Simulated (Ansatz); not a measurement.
System: NaI (rock salt type), 2 atoms in the cell.

```
CELL_PARAMETERS angstrom
0.00000 3.26500 3.26500
3.26500 0.00000 3.26500
3.26500 3.26500 0.00000
ATOMIC_POSITIONS crystal
Na 0.00000 0.00000 0.00000
I 0.50000 0.50000 0.50000
```

Code and potentials: Ansatz all-electron PAW datasets made for this crystal. Settings: k-mesh 6×6×6 Γ-centred; Fermi–Dirac smearing of 0.02 eV; no spin polarisation; no spin–orbit coupling. For HSE06: exchange singularity: regularized.

One run gave:

- Pressure: 0.01 GPa
- Gap on the mesh: 3.58 eV

Question: Which level of theory was it?
A. PBE
B. r²SCAN
C. HSE06

Answer: A. All runs:

| level | pressure (GPa) | gap (eV) |
| --- | --- | --- |
| PBE (260 eV) | 0.01 | 3.58 |
| HSE06 (290 eV) | -0.29 | 4.60 |
| r²SCAN (260 eV) | -0.52 | 4.35 |

Spin–orbit coupling is left out; with heavy elements it can shift the gap and split levels by tenths of an eV. Semilocal functionals give gaps that mostly lie well below measured ones.
